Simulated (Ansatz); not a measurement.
# SnO: the cost of one run

Method: DFT PBE+D3(BJ), scalar-relativistic, plane waves, PAW, in Ansatz 0.2.0.

23 further runs of the same task are left out: 23 set aside as unsound or not needed.

## (1) The starting structure

It takes space group P4/nmm (No. 129, tetragonal). Conventional cell: a = 3.948 Å, b = 3.948 Å, c = 30.634 Å, α = 90.00°, β = 90.00°, γ = 90.00°. Around Sn (site symmetry 4mm) lie 4 O at 2.26 Å. O (site symmetry -4m2) has 4 Sn at 2.26 Å as nearest neighbours.

Coordinates:

```xyz
4
Lattice="3.9480 0.0000 0.0000 0.0000 3.9480 0.0000 0.0000 0.0000 30.6344" Properties=species:S:1:pos:R:3 pbc="T T T"
Sn    3.9474    3.9474   14.2122
O     3.9474    1.9734   15.3172
O     1.9734    3.9474   15.3172
Sn    1.9734    1.9734   16.4222
```

This is the geometry of the first run shown, built on a cell relaxed beforehand with the same method.

## (2) What is varied

Atoms count from 1 in the order of the input.

The lattice constant and the thickness of a sheet are varied, nothing relaxed.

- lattice constant a of the sheet (both vectors scaled alike): 7 values from 3.630 to 4.012 Å
- thickness: height of Sn4 above Sn1, all heights scaled alike: 7 values from 2.210 to 2.518 Å

Nothing else is relaxed. Points are written as (first, second).

## (3) The run at (3.948 Å, 2.210 Å)

Along c the cell is not periodic, so the sheet has no images above or below.

input.yaml

```yaml
crystal:
  lattice:
    - [3.948, 5.5606e-06, 0.0]
    - [-5.4016e-06, 3.948, 0.0]
    - [0.0, 0.0, 30.6344295364]
  atoms:
    - { symbol: Sn, position: [0.9998502647, 0.9998502647, 0.4639301462] }
    - { symbol: O, position: [0.9998512697, 0.499850813, 0.5000006574] }
    - { symbol: O, position: [0.499850813, 0.9998512697, 0.5000006574] }
    - { symbol: Sn, position: [0.4998491665, 0.4998491665, 0.5360711991] }
  periodic: [true, true, false]
basis:
  ecutwfc: 420
kpoints:
  mp_grid: { grid: [6, 6, 1] }
hamiltonian:
  xc: pbe
  dispersion: d3bj
scf:
  occupations: { method: gaussian, width: 0.02 }
output:
  forces: true
  stress: true
  eigenvalues: true
```

Run with:

```bash
ansatz run input.yaml --threads 1 --pin off --max-ram 3072MiB --backend cpu --events-out ev --progress --plain --runs-dir out
```

Q: Estimate wall time and peak memory on 1 thread of AMD EPYC 7R43 (Zen 3), shared host.

About 9 s, with a peak of 0.61 GiB.
